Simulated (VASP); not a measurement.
# GaN (P6_3mc) in VASP: settings compared

Aim: see how the results for GaN move with the level of theory and the settings. Levels: LDA, PBEsol, PBE. Tasks: relaxation of cell and atoms.

All numbers are computed with VASP 6.6.1; they aren't measurements. Logs are shortened: lines on timing, memory, paths and dates and some standing lists are left out, and cuts for length are marked.

**1. The structure**

The structure is hexagonal, space group P6_3mc (No. 186). Conventional cell: a = 3.180 Å, b = 3.180 Å, c = 5.166 Å, α = 90.00°, β = 90.00°, γ = 120.00°. Around Ga (site symmetry 3m) lie 4 N at 1.94 to 1.95 Å. Around N (site symmetry 3m) lie 4 Ga at 1.94 to 1.95 Å.

**2. Relaxation of cell and atoms, LDA**

INCAR reads:

```
SYSTEM = GaN
PREC = Accurate
ENCUT = 600
EDIFF = 1E-6
ISMEAR = 0
SIGMA = 0.03
LREAL = .False.
LASPH = .True.
NELM = 80
ALGO = Normal
ISIF = 3
LWAVE = .False.
LCHARG = .False.
IBRION = 2
NSW = 90
EDIFFG = -0.01
KPAR = 2
```

KPOINTS reads:

```
regular mesh
0
Gamma
  12 12 5
  0 0 0
```

POSCAR reads:

```
GaN
1.0
    3.1800000000      0.0000000000      0.0000000000
   -1.5900000000      2.7539607840      0.0000000000
    0.0000000000      0.0000000000      5.1660000000
Ga N
2 2
Direct
    0.3333333333      0.6666666667      0.0000000000
    0.6666666667      0.3333333333      0.5000000000
    0.3333333333      0.6666666667      0.3750000000
    0.6666666667      0.3333333333      0.8750000000
```

Potentials or basis: VASP PAW LDA potentials, release 64 (Ga_d, N).

Run with:

```bash
$ cat potpaw_LDA.64/Ga_d/POTCAR potpaw_LDA.64/N/POTCAR > POTCAR
$ mpirun -np 2 vasp_std > vasp.out
```

OUTCAR:

```text
SYSTEM = GaN
   PREC = Accurate
   ENCUT = 600
   EDIFF = 1E-6
   ISMEAR = 0
   LREAL = .False.
   LASPH = .True.
   NELM = 80
   ISIF = 3
   IBRION = 2
   NSW = 90
   EDIFFG = -0.01

 ion  position               nearest neighbor table
   1  0.333  0.667  0.000-   3 1.94   4 1.95   4 1.95   4 1.95
   2  0.667  0.333  0.500-   4 1.94   3 1.95   3 1.95   3 1.95
   3  0.333  0.667  0.375-   1 1.94   2 1.95   2 1.95   2 1.95
   4  0.667  0.333  0.875-   2 1.94   1 1.95   1 1.95   1 1.95

  LATTYP: Found a hexagonal cell.
 ALAT       =     3.1800000000
 C/A-ratio  =     1.6245283019

  Lattice vectors:

 A1 = (   3.1800000000,   0.0000000000,   0.0000000000)
 A2 = (  -1.5900000000,   2.7539607840,   0.0000000000)
 A3 = (   0.0000000000,   0.0000000000,   5.1660000000)

Analysis of symmetry for initial positions (statically):
=====================================================================
 Subroutine PRICEL returns:
 Original cell was already a primitive cell.

 Routine SETGRP: Setting up the symmetry group for a
 hexagonal supercell.

 Subroutine GETGRP returns: Found 12 space group operations
 (whereof  6 operations were pure point group operations)
 out of a pool of 24 trial point group operations.

The static configuration has the point symmetry C_3v.
 The point group associated with its full space group is C_6v.

Analysis of symmetry for dynamics (positions and initial velocities):
=====================================================================
 Subroutine PRICEL returns:
 Original cell was already a primitive cell.

 Routine SETGRP: Setting up the symmetry group for a
 hexagonal supercell.

 Subroutine GETGRP returns: Found 12 space group operations
 (whereof  6 operations were pure point group operations)
 out of a pool of 24 trial point group operations.

The dynamic configuration has the point symmetry C_3v.
 The point group associated with its full space group is C_6v.

 Subroutine INISYM returns: Found 12 space group operations
 (whereof  6 operations are pure point group operations),
 and found     1 'primitive' translations

----------------------------------------------------------------------------------------

                                     Primitive cell

[... 95 lines left out ...]
   LREAL  =      F    real-space projection
   EDIFFG = -.1E-01   stopping-criterion for IOM
   NSW    =     90    number of steps for IOM
   IBRION =      2    ionic relax: 0-MD 1-quasi-New 2-CG
   NFREE  =      1    steps in history (QN), initial steepest desc. (CG)
   ISIF   =      3    stress and relaxation
   ISYM   =      2    0-nonsym 1-usesym 2-fastsym
   POTIM  = 0.5000    time-step for ionic-motion
   TEBEG  =    0.0;   TEEND  =   0.0 temperature during run
   PSTRESS=    0.0 pullay stress
   NELECT =      36.0000    total number of electrons
   NUPDOWN=      -1.0000    fix difference up-down
   EMIN   =  10.00;   EMAX   =-10.00  energy-range for DOS
   EFERMI =   0.00;   METHOD = LEGACY
   ISMEAR =     0;   SIGMA  =   0.03  broadening in eV -4-tet -1-fermi 0-gaus
   EFERMI_NEDOS =   21; number of points for ismear=-14 and -15
   IALGO  =     38    algorithm
   IMIX   =      4    mixing-type and parameters
     AMIX     =   0.40;   BMIX     =  1.00
     AMIX_MAG =   1.60;   BMIX_MAG =  1.00
  volume/ion in A,a.u.               =      11.31        76.33
  Fermi-wavevector in a.u.,A,eV,Ry     =   1.517036  2.866782 31.312427  2.301398
  Thomas-Fermi vector in A             =   2.626345
   LORBIT       =      0    0 simple, 1 ext, 2 COOP (PROOUT), +10 PAW based schemes
   GGA     = CA    functional components
   LHFCALC =     F    Hartree Fock is set to
   AEXX    =    0.0000 exact exchange contribution
   IVDW    =     0    specifies the selected vdW correction
   LEPSILON=     F    determine dielectric tensor
   LRPA    =     F    only Hartree local field effects (RPA)
 conjugate gradient relaxation of ions
 non-spin polarized calculation
 Gauss-broadening in eV      SIGMA  =   0.03
  energy-cutoff  :      600.00
  volume of cell :       45.24
 maximum number of plane-waves:      1529
 NGX is ok and might be reduce to    28
   NGX = 13   NGY = 13   NGZ = 21

--------------------------------------- Ionic step        1  -------------------------------------------

 number of electron      35.9999992 magnetization

 Free energy of the ion-electron system (eV)
  ---------------------------------------------------
  ext. energy  EPLUGINS =         0.00000000
  ---------------------------------------------------
  free energy    TOTEN  =       -27.90150684 eV

  energy without entropy =      -27.90150684  energy(sigma->0) =      -27.90150684

------------------------ aborting loop because EDIFF is reached ----------------------------------------

  FORCE on cell =-STRESS in cart. coord.  units (eV):
  Direction    XX          YY          ZZ          XY          YZ          ZX
  --------------------------------------------------------------------------------------
  -------------------------------------------------------------------------------------
  Total       -1.1981140     -1.1981140     -0.5853490      0.0000000      0.0000000      0.0000000
  in kB      -42.4296486    -42.4296486    -20.7293732      0.0000000      0.0000000      0.0000000
  external PRESSURE =     -35.1962235 kB  Pullay stress =       0.0000000 kB
[... 63 lines left out ...]
--------------------------------------- Ionic step        3  -------------------------------------------

 number of electron      35.9999987 magnetization

 Free energy of the ion-electron system (eV)
  ---------------------------------------------------
  ext. energy  EPLUGINS =         0.00000000
  ---------------------------------------------------
  free energy    TOTEN  =       -27.91236007 eV

  energy without entropy =      -27.91236007  energy(sigma->0) =      -27.91236007

 E-fermi :   5.5248     XC(G=0): -12.2729

 val. band max:        5.3872709794   @ k =   0.0000   0.0000   0.0000
 cond. band min:       7.4983257199   @ k =   0.0000   0.0000   0.0000
 fundamental gap:      2.1110547405
 Fermi energy:         5.5248003061

 k-point     1 :       0.0000    0.0000    0.0000
  band No.  band energies     occupation
      1     -10.7140      2.00000
      2      -9.7493      2.00000
      3      -8.1971      2.00000
      4      -8.1792      2.00000
      5      -8.1792      2.00000
      6      -8.1131      2.00000
[... 589 lines left out ...]
     21      12.4907      0.00000
     22      13.6338      0.00000

 [... further k-points ...]
[... 5 lines left out ...]
  --------------------------------------------------------------------------------------
  -------------------------------------------------------------------------------------
  Total        0.0016914      0.0016914      0.0077681      0.0000000     -0.0000000      0.0000000
  in kB        0.0610120      0.0610120      0.2802030      0.0000000     -0.0000000      0.0000000
  external PRESSURE =       0.1340757 kB  Pullay stress =       0.0000000 kB
[... 19 lines left out ...]
  FREE ENERGIE OF THE ION-ELECTRON SYSTEM (eV)
  ---------------------------------------------------
  free  energy   TOTEN  =       -27.9123600677 eV

  energy  without entropy=      -27.9123600677  energy(sigma->0) =      -27.91236007

 reached required accuracy - stopping structural energy minimisation
```

OSZICAR:

```text
N       E                     dE             d eps       ncg     rms          rms(c)
DAV:   1     0.291643233303E+03    0.29164E+03   -0.20225E+04  2624   0.333E+03
DAV:   2     0.618002916102E+01   -0.28546E+03   -0.27647E+03  2752   0.572E+02
DAV:   3    -0.304589722087E+02   -0.36639E+02   -0.36275E+02  2874   0.161E+02
DAV:   4    -0.319532447392E+02   -0.14943E+01   -0.14888E+01  3472   0.337E+01
[... 28 lines left out ...]
DAV:   4    -0.279133648877E+02    0.49061E-03   -0.10264E-02  2550   0.865E-01    0.146E-01
DAV:   5    -0.279126448061E+02    0.72008E-03   -0.61659E-04  4078   0.246E-01    0.791E-02
DAV:   6    -0.279123638591E+02    0.28095E-03   -0.24464E-04  3106   0.260E-01    0.158E-02
DAV:   7    -0.279123600815E+02    0.37776E-05   -0.21460E-05  3486   0.594E-02    0.271E-03
DAV:   8    -0.279123600677E+02    0.13782E-07   -0.31866E-06  2926   0.183E-02
   3 F= -.27912360E+02 E0= -.27912360E+02  d E =-.108532E-01
```

CONTCAR:

```text
GaN
   1.00000000000000
     3.1565805932409976    0.0000000000000000    0.0000000000000000
    -1.5782902966204988    2.7336789828059054   -0.0000000000000000
     0.0000000000000000    0.0000000000000000    5.1474125459782840
  Ga              N
     2     2
Direct
     0.3333333332999970    0.6666666667000030    0.9993961473949373
     0.6666666667000030    0.3333333332999970    0.4993961473949374
     0.3333333332999970    0.6666666667000030    0.3756038526050626
     0.6666666667000030    0.3333333332999970    0.8756038526050627

  0.00000000E+00  0.00000000E+00  0.00000000E+00
  0.00000000E+00  0.00000000E+00  0.00000000E+00
  0.00000000E+00  0.00000000E+00  0.00000000E+00
  0.00000000E+00  0.00000000E+00  0.00000000E+00
```

It took 98 s on 2 MPI ranks of Intel Xeon Platinum 8259CL at 2.50GHz (Skylake/Cascade Lake), shared host; peak memory 0.19 GiB.

What came out:

```yaml
Free_energy: -27.9124 eV
Relaxed_volume: 11.10 Å³/atom
Relaxed_cell: a = 3.157 Å, b = 3.157 Å, c = 5.147 Å, α = 90.00°, β = 90.00°, γ = 120.00°
Space_group_after_relaxing_to_0.05_Å: P6_3mc (No. 186)
Energy_gained_by_relaxing: 2.7 meV/atom
Ionic_steps: 3
Pressure_after_relaxing: 0.0 GPa
Largest_force_after_relaxing: 0.010 eV/Å
Band_gap_on_the_k_mesh: 2.11 eV, direct
```

Forces in eV/Å, atoms in the order of the input:
```
Ga   0.000  0.000 -0.010
Ga   0.000  0.000 -0.010
N    0.000  0.000  0.010
N    0.000  0.000  0.010
```

Step by step:
| step | energy change (eV) | largest force (eV/Å) | pressure (GPa) | volume (Å³) |
| --- | --- | --- | --- | --- |
| 1 | 0.0000 | 0.1277 | -3.52 | 45.24 |
| 2 | -0.0003 | 0.1151 | 3.81 | 43.63 |
| 3 | -0.0109 | 0.0097 | 0.01 | 44.42 |

Final structure:
```cif
data_structure
_symmetry_space_group_name_H-M 'P 1'
_symmetry_Int_Tables_number 1
_cell_length_a 3.1566
_cell_length_b 3.1566
_cell_length_c 5.1474
_cell_angle_alpha 90.000
_cell_angle_beta 90.000
_cell_angle_gamma 120.000
_cell_volume 44.42
loop_
_atom_site_label
_atom_site_type_symbol
_atom_site_fract_x
_atom_site_fract_y
_atom_site_fract_z
_atom_site_occupancy
Ga1 Ga 0.33333 0.66667 0.99940 1
Ga2 Ga 0.66667 0.33333 0.49940 1
N1 N 0.33333 0.66667 0.37560 1
N2 N 0.66667 0.33333 0.87560 1
```

**3. Relaxation of cell and atoms, LDA**

This run uses another cell than the first one, of 11.10 Å³/atom, 0.982 times its volume.

Changes to INCAR since step 2:

```diff
@@ -3,3 +3,3 @@
 ENCUT = 600
-EDIFF = 1E-6
+EDIFF = 1E-7
 ISMEAR = 0
@@ -15,3 +15,3 @@
 NSW = 90
-EDIFFG = -0.01
+EDIFFG = -0.005
 KPAR = 2
```

KPOINTS is that of step 2.

POSCAR reads:

```
GaN                                     
1.0
    3.1565805932      0.0000000000      0.0000000000
   -1.5782902966      2.7336789828     -0.0000000000
    0.0000000000      0.0000000000      5.1474125460
  Ga              N             
     2     2
Direct
     0.3333333332999970    0.6666666667000030    0.9993961473949373
     0.6666666667000030    0.3333333332999970    0.4993961473949374
     0.3333333332999970    0.6666666667000030    0.3756038526050626
     0.6666666667000030    0.3333333332999970    0.8756038526050627
```

Potentials or basis: VASP PAW LDA potentials, release 64 (Ga_d, N).

Run with:

```bash
$ cat potpaw_LDA.64/Ga_d/POTCAR potpaw_LDA.64/N/POTCAR > POTCAR
$ mpirun -np 2 vasp_std > vasp.out
```

It took 75 s on 2 MPI ranks of Intel Xeon Platinum 8259CL at 2.50GHz (Skylake/Cascade Lake), shared host; peak memory 0.18 GiB.

The run converged. Its results:

| Property | Result |
| --- | --- |
| Free energy | -27.9114 eV |
| Relaxed volume | 11.11 Å³/atom |
| Relaxed cell | a = 3.157 Å, b = 3.157 Å, c = 5.148 Å, α = 90.00°, β = 90.00°, γ = 120.00° |
| Space group after relaxing (to 0.05 Å) | P6_3mc (No. 186) |
| Energy gained by relaxing | 0.0 meV/atom |
| Ionic steps | 3 |
| Pressure after relaxing | 0.0 GPa |
| Band gap on the k mesh | 2.11 eV, direct |

Stress tensor (GPa, compression positive):
```
 0.04  0.00  0.00
 0.00  0.04  0.00
 0.00  0.00 -0.04
```

Final structure:
```
Ga N
1.0
     3.15678    0.00000    0.00000
    -1.57839    2.73385    0.00000
     0.00000    0.00000    5.14792
Ga N
2 2
Cartesian
  0.0000 1.8226 5.1445
  1.5784 0.9113 2.5705
  0.0000 1.8226 1.9339
  1.5784 0.9113 4.5079
```

Levels at points of the mesh, in eV from the valence-band top:
| k point | band 15 | band 16 | band 17 | band 18 | band 19 | band 20 | band 21 | band 22 |
| --- | --- | --- | --- | --- | --- | --- | --- | --- |
| (0.00, 0.00, 0.00) | -1.08 | -0.05 | 0.00 | 0.00 | 2.11 | 4.35 | 9.18 | 9.88 |
| (0.50, 0.00, 0.00) | -4.39 | -2.87 | -2.33 | -1.04 | 4.99 | 5.64 | 5.98 | 8.68 |

As with any semilocal functional, this LDA gap is likely too small.

**4. Relaxation of cell and atoms, PBEsol**

INCAR reads:

```
SYSTEM = GaN
PREC = Accurate
ENCUT = 600
EDIFF = 1E-6
ISMEAR = 0
SIGMA = 0.03
LREAL = .False.
LASPH = .True.
NELM = 80
ALGO = Normal
ISIF = 3
LWAVE = .False.
LCHARG = .False.
GGA = PS
IBRION = 2
NSW = 90
EDIFFG = -0.01
KPAR = 4
```

KPOINTS reads:

```
Automatic mesh
0
Gamma
  12 12 5
  0 0 0
```

POSCAR reads:

```
GaN
1.0
    3.1800000000      0.0000000000      0.0000000000
   -1.5900000000      2.7539607840      0.0000000000
    0.0000000000      0.0000000000      5.1660000000
Ga N
2 2
Direct
    0.3333333333      0.6666666667      0.0000000000
    0.6666666667      0.3333333333      0.5000000000
    0.3333333333      0.6666666667      0.3750000000
    0.6666666667      0.3333333333      0.8750000000
```

Potentials or basis: VASP PAW PBE potentials, release 64 (Ga_d, N).

Run with:

```bash
$ cat potpaw_PBE.64/Ga_d/POTCAR potpaw_PBE.64/N/POTCAR > POTCAR
$ mpirun -np 4 vasp_std > vasp.out
```

Run time: 80 s. Hardware: 4 MPI ranks of Intel Xeon Platinum 8259CL at 2.50GHz (Skylake/Cascade Lake), shared host; peak memory 0.23 GiB.

Results (log left out):

```yaml
Free_energy: -26.2718 eV
Relaxed_volume: 11.35 Å³/atom
Relaxed_cell: a = 3.180 Å, b = 3.180 Å, c = 5.184 Å, α = 90.00°, β = 90.00°, γ = 120.00°
Space_group_after_relaxing_to_0.05_Å: P6_3mc (No. 186)
Energy_gained_by_relaxing: 0.5 meV/atom
Ionic_steps: 6
Pressure_after_relaxing: 0.0 GPa
Largest_force_after_relaxing: 0.006 eV/Å
Band_gap_on_the_k_mesh: 1.91 eV, direct
```

Forces in eV/Å, atoms in the order of the input:
```
Ga   0.000  0.000 -0.006
Ga   0.000  0.000 -0.006
N    0.000  0.000  0.006
N    0.000  0.000  0.006
```

The path:
```
step  energy change (eV)  largest force (eV/Å)  pressure (GPa)  volume (Å³)
   1              0.0000                0.1309            0.66        45.24
   2             -0.0005                0.0880           -0.50        45.54
   3             -0.0020                0.0103            0.08        45.40
   4             -0.0019                0.0049           -0.09        45.41
   5             -0.0020                0.0059            0.15        45.37
   6             -0.0020                0.0064            0.00        45.39
```

Final structure:
```
Ga N
1.0
     3.17960    0.00000    0.00000
    -1.58980    2.75362    0.00000
     0.00000    0.00000    5.18376
Ga N
2 2
Direct
  0.33333 0.66667 0.99930
  0.66667 0.33333 0.49930
  0.33333 0.66667 0.37570
  0.66667 0.33333 0.87570
```

Levels at points of the mesh, in eV from the valence-band top:
```
           k point  band 14  band 15  band 16  band 17  band 18  band 19  band 20  band 21  band 22
(0.00, 0.00, 0.00)    -1.05    -1.05    -0.05     0.00     0.00     1.91     4.23     9.12     9.84
(0.50, 0.00, 0.00)    -5.36    -4.29    -2.79    -2.27    -1.02     4.96     5.53     5.95     8.59
```

Caveat: the PAW data sets were made with another functional, which shifts forces and pressure a little. PBEsol gaps usually lie below the measured ones, often by a third to a half.

**5. Relaxation of cell and atoms, PBEsol**

This run uses another cell than the first one, of 11.35 Å³/atom, 1.003 times its volume.

Changes to INCAR since step 4:

```diff
@@ -3,3 +3,3 @@
 ENCUT = 600
-EDIFF = 1E-6
+EDIFF = 1E-7
 ISMEAR = 0
@@ -16,3 +16,3 @@
 NSW = 90
-EDIFFG = -0.01
+EDIFFG = -0.005
 KPAR = 4
```

KPOINTS is that of step 4.

POSCAR reads:

```
GaN                                     
1.0
    3.1796023893      0.0000000000     -0.0000000000
   -1.5898011947      2.7536164430      0.0000000000
    0.0000000000      0.0000000000      5.1837589791
  Ga              N             
     2     2
Direct
     0.3333333332999970    0.6666666667000030    0.9992962202835345
     0.6666666667000030    0.3333333332999970    0.4992962202835345
     0.3333333332999970    0.6666666667000030    0.3757037797164655
     0.6666666667000030    0.3333333332999970    0.8757037797164655
```

Run with:

```bash
$ cat potpaw_PBE.64/Ga_d/POTCAR potpaw_PBE.64/N/POTCAR > POTCAR
$ mpirun -np 4 vasp_std > vasp.out
```

It took 37 s on 4 MPI ranks of Intel Xeon Platinum 8259CL at 2.50GHz (Skylake/Cascade Lake), shared host; peak memory 0.22 GiB.

It converged, with:

* Free energy: -26.2721 eV
* Relaxed volume: 11.35 Å³/atom
* Relaxed cell: a = 3.180 Å, b = 3.180 Å, c = 5.183 Å, α = 90.00°, β = 90.00°, γ = 120.00°
* Space group after relaxing (to 0.05 Å): P6_3mc (No. 186)
* Energy gained by relaxing: 0.0 meV/atom
* Ionic steps: 2
* Pressure after relaxing: 0.0 GPa
* Band gap on the k mesh: 1.91 eV, direct

Forces on the atoms (eV/Å):
```
Ga   0.000  0.000 -0.002
Ga   0.000  0.000 -0.002
N    0.000  0.000  0.002
N    0.000  0.000  0.002
```

Final structure:
```cif
data_structure
_symmetry_space_group_name_H-M 'P 1'
_symmetry_Int_Tables_number 1
_cell_length_a 3.1802
_cell_length_b 3.1802
_cell_length_c 5.1832
_cell_angle_alpha 90.000
_cell_angle_beta 90.000
_cell_angle_gamma 120.000
_cell_volume 45.40
loop_
_atom_site_label
_atom_site_type_symbol
_atom_site_fract_x
_atom_site_fract_y
_atom_site_fract_z
_atom_site_occupancy
Ga1 Ga 0.33333 0.66667 0.99924 1
Ga2 Ga 0.66667 0.33333 0.49924 1
N1 N 0.33333 0.66667 0.37576 1
N2 N 0.66667 0.33333 0.87576 1
```

Levels at points of the mesh, in eV from the valence-band top:
```tsv
k point	band 15	band 16	band 17	band 18	band 19	band 20	band 21	band 22
(0.00, 0.00, 0.00)	-1.05	-0.05	0.00	0.00	1.91	4.23	9.12	9.83
(0.50, 0.00, 0.00)	-4.28	-2.79	-2.26	-1.02	4.95	5.53	5.95	8.59
```

Caveat: the PAW data sets were made with another functional, which shifts forces and pressure a little.

[end of part 1 of 2]
